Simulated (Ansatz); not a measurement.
Crystal: SrO.

```
Sr O
1.0
     0.00000    2.56630    2.56630
     2.56630    0.00000    2.56630
     2.56630    2.56630    0.00000
Sr O
1 1
Direct
  0.50000 0.50000 0.50000
  0.00000 0.00000 0.00000
```

* Program: Ansatz 0.2.0
* Task: relaxation of cell and atoms
* Functional: PBEsol
* Dispersion: D3(BJ)
* Potentials or basis: all-electron LAPW, scalar-relativistic
* Basis error allowed: 0.001 eV/atom
* k mesh: 9 × 9 × 9
* Occupations: fermi-dirac, width 0.05 eV
* Spin: no spin polarisation

At the start: volume 16.90 Å³/atom.

Q: Where does the relaxation end?

A: Over 5 steps the energy falls by 5.6 meV/atom and the volume is 16.35 Å³/atom (-3.3 %); space group Fm-3m (No. 225, to 0.05 Å).

The path:
```csv
step,energy change (eV),largest force (eV/Å),volume (Å³)
1,0.0000,0.0000,33.80
2,-0.0004,0.0000,31.67
3,-0.0111,0.0000,32.75
4,-0.0112,0.0000,32.70
5,-0.0112,0.0000,32.70
```

Final structure:
```
CELL_PARAMETERS angstrom
0.00000 2.53798 2.53798
2.53798 0.00000 2.53798
2.53798 2.53798 0.00000
ATOMIC_POSITIONS crystal
Sr 0.50000 0.50000 0.50000
O 0.00000 0.00000 0.00000
```
